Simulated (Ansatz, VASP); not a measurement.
One calculation of GaP, two programs

Contents of INCAR:

```
SYSTEM = GaP
PREC = Accurate
ENCUT = 520
EDIFF = 1E-6
ISMEAR = -1
SIGMA = 0.05
LREAL = .False.
LASPH = .True.
NELM = 80
ALGO = Normal
ISIF = 2
LWAVE = .False.
LCHARG = .True.
GGA = PS
LELF = .True.
LVHAR = .True.
NBANDS = 16
```

KPOINTS

```
Automatic mesh
0
Gamma
  12 12 12
  0 0 0
```

File POSCAR:

```
GaP
1.0
    0.0000000000      2.5804676415      2.5804676415
    2.5804676415      0.0000000000      2.5804676415
    2.5804676415      2.5804676415      0.0000000000
Ga P
1 1
Direct
    0.0000000000      0.0000000000      0.0000000000
    0.5000000000      0.5000000000      0.5000000000
```

Input for Ansatz:

```yaml
crystal:
  lattice:
    - [0.0, 2.5804676415, 2.5804676415]
    - [2.5804676415, 0.0, 2.5804676415]
    - [2.5804676415, 2.5804676415, 0.0]
  atoms:
    - { symbol: Ga, position: [0.0, 0.0, 0.0] }
    - { symbol: P, position: [0.5, 0.5, 0.5] }
kpoints:
  mp_grid: { grid: [12, 12, 12] }
  band_path:
    path:
      - [0.0, 0.0, 0.0]
      - [0.5, 0.0, 0.5]
      - [0.625, 0.25, 0.625]
      - [0.375, 0.375, 0.75]
      - [0.0, 0.0, 0.0]
      - [0.5, 0.5, 0.5]
      - [0.5, 0.25, 0.75]
      - [0.5, 0.0, 0.5]
    npoints: 5
scf:
  occupations: { method: fermi_dirac, width: 0.05 }
hamiltonian:
  xc: pbesol
  pseudopotentials: { kind: all_electron, lapw: { basis_error: 0.001 } }
output:
  forces: true
  stress: true
  eigenvalues: true
```

Alike in both runs: task single point; functional PBEsol; k mesh 12 × 12 × 12; occupations fermi-dirac, width 0.05 eV; no spin polarisation.

```csv
,VASP,Ansatz
version,VASP 6.6.1,Ansatz 0.2.0
potentials or method,"VASP PAW PBE potentials, release 64 (Ga_d, P)","all-electron LAPW, scalar-relativistic"
plane-wave cutoff (eV),520,see its input
```

|  | VASP | Ansatz | Ansatz less VASP |
| --- | --- | --- | --- |
| pressure (GPa) | -3.6 | -3.7 | -0.06 |

Ansatz ran all-electron here, so the differences hold the error of VASP's frozen core and of both bases.

Caveats: the PAW data sets were made with another functional, which shifts forces and pressure a little (VASP).
